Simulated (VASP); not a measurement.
# HgTe: training a machine-learned force field on the fly

HgTe, F-43m (no. 216), 24 atoms in the cell. PBE, on-the-fly training of a machine-learned force field; PAW potentials Hg, Te (PBE set).

Ensemble: NpT; Target temperature (K): 144; Final target temperature (K): 624.

## Input

INCAR.step1:
```
  ALGO = Normal
  EDIFF = 1E-5
  ENCUT = 310
  GGA = PE
  IBRION = 0
  ISIF = 3
  ISMEAR = 0
  ISYM = 0
  KPAR = 2
  LANGEVIN_GAMMA = 10 10
  LANGEVIN_GAMMA_L = 10
  LASPH = T
  LCHARG = F
  LREAL = Auto
  LWAVE = F
  MDALGO = 3
  ML_LMLFF = T
  ML_MODE = train
  NCORE = 4
  NELM = 60
  NSW = 4000
  PMASS = 100
  POTIM = 4.0
  PREC = Normal
  RANDOM_SEED = 15885 0 0
  SIGMA = 0.05
  TEBEG = 144
  TEEND = 624
```

INCAR.step2:
```
  ALGO = Normal
  EDIFF = 1E-5
  ENCUT = 310
  GGA = PE
  ISMEAR = 0
  ISYM = 0
  KPAR = 2
  LASPH = T
  LCHARG = F
  LREAL = Auto
  LWAVE = F
  ML_LMLFF = T
  ML_MODE = refit
  NCORE = 4
  NELM = 60
  PREC = Normal
  SIGMA = 0.05
```

KPOINTS:
```
k-points
0
Monkhorst-Pack
  2 2 1
```

POSCAR:
```
HgTe
1.0
    0.0000000000      6.4290000000      6.4290000000
    6.4290000000      0.0000000000      6.4290000000
    9.6435000000      9.6435000000      0.0000000000
Hg Te
12 12
Direct
    0.0000000000      0.0000000000      0.0000000000
    0.0000000000      0.0000000000      0.3333333333
    0.0000000000      0.0000000000      0.6666666667
    0.0000000000      0.5000000000      0.0000000000
    0.0000000000      0.5000000000      0.3333333333
    0.0000000000      0.5000000000      0.6666666667
    0.5000000000      0.0000000000      0.0000000000
    0.5000000000      0.0000000000      0.3333333333
    0.5000000000      0.0000000000      0.6666666667
    0.5000000000      0.5000000000      0.0000000000
    0.5000000000      0.5000000000      0.3333333333
    0.5000000000      0.5000000000      0.6666666667
    0.3750000000      0.3750000000      0.2500000000
    0.3750000000      0.3750000000      0.5833333333
    0.3750000000      0.3750000000      0.9166666667
    0.3750000000      0.8750000000      0.2500000000
    0.3750000000      0.8750000000      0.5833333333
    0.3750000000      0.8750000000      0.9166666667
    0.8750000000      0.3750000000      0.2500000000
    0.8750000000      0.3750000000      0.5833333333
    0.8750000000      0.3750000000      0.9166666667
    0.8750000000      0.8750000000      0.2500000000
    0.8750000000      0.8750000000      0.5833333333
    0.8750000000      0.8750000000      0.9166666667
```

Commands (each step's output is kept before the next begins):
```
cat potpaw_PBE.64/Hg/POTCAR potpaw_PBE.64/Te/POTCAR > POTCAR
cp INCAR.step1 INCAR
mpirun -np 8 vasp_std > vasp.out
cp ML_ABN ../ML_AB1
cp ML_FFN ../ML_FFB
cp ML_ABN ML_AB
cp INCAR.step2 INCAR
mpirun -np 8 vasp_std > vasp.out
cp ML_FFN ../ML_FF
```

## Result

- Force error on the training data (eV/Å): 0.0391
- Energy error on the training data (eV/atom): 0.00248
- Steps with first-principles forces: 340
- Steps in all: 4000

Stages of the training:

| From (K) | To (K) | Steps | With first-principles forces | Force error (eV/Å) |
|---|---|---|---|---|
| 144 | 624 | 4000 | 340 | 0.0409 |

The force field was trained in 4000 steps, 340 of them with a first-principles calculation.

VASP 6.6.1 took 2293 s on 8 cores (Intel Xeon 6975P-C (Granite Rapids)), a shared host.
